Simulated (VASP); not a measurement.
# BN (F-43m) in VASP: notebook, part 3 of 3

VASP 6.6.1. The steps go on from the part before.

**6. Single point, PBE (a relaxed cell with its volume scaled by 1.06)**

INCAR

```
SYSTEM = BN
ALGO     = Fast           ! electronic algorithm
EDIFF    = 1E-7           ! SCF threshold, eV
ENCUT    = 520            ! plane-wave cutoff, eV
GGA      = PE             ! functional
ISIF     = 2              ! what is computed and relaxed
ISMEAR   = 0              ! smearing method
LASPH    = .TRUE.         ! aspherical terms in the spheres
LCHARG   = .FALSE.        ! write CHGCAR
LREAL    = .FALSE.        ! projectors in reciprocal space
LWAVE    = .FALSE.        ! write WAVECAR
NBANDS   = 11             ! bands
NELM     = 80             ! most SCF steps
PREC     = Accurate       ! precision mode
SIGMA    = 0.02           ! smearing width, eV
```

KPOINTS

```
k-points
0
G
  6 6 6
  0 0 0
```

POSCAR

```
BN                                      
1.0
    0.0000000000      1.8483260544      1.8483260544
    1.8483260544      0.0000000000      1.8483260544
    1.8483260544      1.8483260544      0.0000000000
  B               N             
     1     1
Direct
     0.0000000000000000    0.0000000000000000    0.0000000000000000
     0.2500000000000000    0.2500000000000000    0.2500000000000000
```

Potentials or basis: VASP PAW PBE potentials, release 64 (B, N).

Command:

```bash
$ cat potpaw_PBE.64/B/POTCAR potpaw_PBE.64/N/POTCAR > POTCAR
$ mpirun -np 1 vasp_std > vasp.out
```

OUTCAR:

```text
SYSTEM = BN
   EDIFF = 1E-7
   ENCUT = 520
   GGA = PE
   ISIF = 2
   ISMEAR = 0
   LASPH = .TRUE.
   LREAL = .FALSE.
   NELM = 80
   PREC = Accurate

 ion  position               nearest neighbor table
   1  0.000  0.000  0.000-   2 1.60   2 1.60   2 1.60   2 1.60
   2  0.250  0.250  0.250-   1 1.60   1 1.60   1 1.60   1 1.60

  LATTYP: Found a face centered cubic cell.
 ALAT       =     3.6966521088

  Lattice vectors:

 A1 = (   0.0000000000,   1.8483260544,   1.8483260544)
 A2 = (   1.8483260544,   0.0000000000,   1.8483260544)
 A3 = (   1.8483260544,   1.8483260544,   0.0000000000)

Analysis of symmetry for initial positions (statically):
=====================================================================
 Subroutine PRICEL returns:
 Original cell was already a primitive cell.

 Routine SETGRP: Setting up the symmetry group for a
 face centered cubic supercell.

 Subroutine GETGRP returns: Found 24 space group operations
 (whereof 24 operations were pure point group operations)
 out of a pool of 48 trial point group operations.

The static configuration has the point symmetry T_d .

Analysis of symmetry for dynamics (positions and initial velocities):
[... 162 lines left out ...]
      2       6.6028      2.00000
      3       6.6028      2.00000
      4       6.6028      2.00000
      5      15.1020      0.00000
      6      15.1020      0.00000
      7      15.1020      0.00000
      8      15.8831      0.00000
      9      30.1175      0.00000
     10      33.5658      0.00000
     11      33.5665      0.00000
[... 197 lines left out ...]
 k-point    16 :      -0.3333    0.5000    0.1667
  band No.  band energies     occupation
      1      -7.5120      2.00000
      2      -1.2114      2.00000
      3       0.7966      2.00000
      4       0.8757      2.00000
      5      14.1264      0.00000
      6      18.0695      0.00000
      7      20.8405      0.00000
      8      22.4825      0.00000
      9      25.1993      0.00000
     10      31.2658      0.00000
     11      35.7558      0.00000

------------------------ aborting loop because EDIFF is reached ----------------------------------------

  FORCE on cell =-STRESS in cart. coord.  units (eV):
  Direction    XX          YY          ZZ          XY          YZ          ZX
  --------------------------------------------------------------------------------------
  -------------------------------------------------------------------------------------
  Total       -1.5409176     -1.5409176     -1.5409176      0.0000000      0.0000000     -0.0000000
  in kB     -195.4898694   -195.4898694   -195.4898694      0.0000000      0.0000000     -0.0000000
  external PRESSURE =    -195.4898694 kB  Pullay stress =       0.0000000 kB

 VOLUME and BASIS-vectors are now :
 -----------------------------------------------------------------------------
  energy-cutoff  :      520.00
  volume of cell :       12.63
      direct lattice vectors                 reciprocal lattice vectors
     0.000000000  1.848326054  1.848326054    -0.270515042  0.270515042  0.270515042
     1.848326054  0.000000000  1.848326054     0.270515042 -0.270515042  0.270515042
     1.848326054  1.848326054  0.000000000     0.270515042  0.270515042 -0.270515042

 POSITION                                       TOTAL-FORCE (eV/Angst)
 -----------------------------------------------------------------------------------
      0.00000      0.00000      0.00000        -0.000000     -0.000000     -0.000000
      0.92416      0.92416      0.92416         0.000000      0.000000      0.000000
 -----------------------------------------------------------------------------------
    total drift:                               -0.000000     -0.000000      0.000000

  FREE ENERGIE OF THE ION-ELECTRON SYSTEM (eV)
  ---------------------------------------------------
  free  energy   TOTEN  =       -17.4026558417 eV

  energy  without entropy=      -17.4026558417  energy(sigma->0) =      -17.40265584
```

OSZICAR:

```text
N       E                     dE             d eps       ncg     rms          rms(c)
DAV:   1     0.111607551990E+02    0.11161E+02   -0.48872E+03   368   0.708E+02
DAV:   2    -0.177036839560E+02   -0.28864E+02   -0.27822E+02   444   0.167E+02
DAV:   3    -0.182723246205E+02   -0.56864E+00   -0.56772E+00   409   0.188E+01
DAV:   4    -0.182730176315E+02   -0.69301E-03   -0.69300E-03   394   0.794E-01
DAV:   5    -0.182730183493E+02   -0.71786E-06   -0.71791E-06   400   0.245E-02    0.635E+00
RMM:   6    -0.174681993098E+02    0.80482E+00   -0.63783E-01   352   0.558E+00    0.306E+00
RMM:   7    -0.174141807403E+02    0.54019E-01   -0.64155E-02   358   0.217E+00    0.179E+00
RMM:   8    -0.174025891178E+02    0.11592E-01   -0.15125E-02   366   0.988E-01    0.170E-01
RMM:   9    -0.174027060391E+02   -0.11692E-03   -0.13330E-03   380   0.327E-01    0.909E-02
RMM:  10    -0.174026535579E+02    0.52481E-04   -0.12552E-04   381   0.115E-01    0.135E-02
RMM:  11    -0.174026573849E+02   -0.38270E-05   -0.85828E-06   391   0.270E-02    0.136E-02
RMM:  12    -0.174026558517E+02    0.15332E-05   -0.18044E-06   397   0.103E-02    0.153E-03
RMM:  13    -0.174026558417E+02    0.99362E-08   -0.10135E-07   341   0.303E-03
   1 F= -.17402656E+02 E0= -.17402656E+02  d E =-.699314E-57
```

Wall time 3 s (1 thread of Intel Xeon Platinum 8259CL at 2.50GHz (Skylake/Cascade Lake), shared host); peak memory 0.12 GiB.

What came out:

```yaml
Free_energy: -17.4027 eV
Pressure: -19.5 GPa
Band_gap_on_the_k_mesh: 4.38 eV, indirect (least direct gap 8.50 eV)
```

Caveat: the k mesh is coarse (spacing up to 0.49 Å⁻¹), so the values aren't converged; so large a pressure means that the cell lies far from this level's equilibrium, or that cutoff or potentials fall short. A k mesh can miss the band edges.

**7. Summary**

| cell | gap on the mesh (eV) | pressure (GPa) |
| --- | --- | --- |
| as given | 4.45 | 0.0 |
| a relaxed cell with its volume scaled by 0.97 | 4.48 | 12.0 |
| a relaxed cell with its volume scaled by 1.03 | 4.42 | -10.5 |
| a relaxed cell with its volume scaled by 0.94 | 4.51 | 25.9 |
| a relaxed cell with its volume scaled by 1.06 | 4.38 | -19.5 |

Alike in all rows: task single point; level PBE; potentials or basis VASP PAW PBE potentials, release 64 (B, N); no spin polarisation; k mesh 6 × 6 × 6; cutoff (eV) 520; smearing gaussian 0.02 eV; the mesh is coarse, so values aren't converged.

Caveats: all runs use coarse meshes; so large a pressure means that the cell lies far from this level's equilibrium, or that cutoff or potentials fall short (some runs).

Total energies depend on the potentials used, so only differences within one code and one set of settings carry meaning.
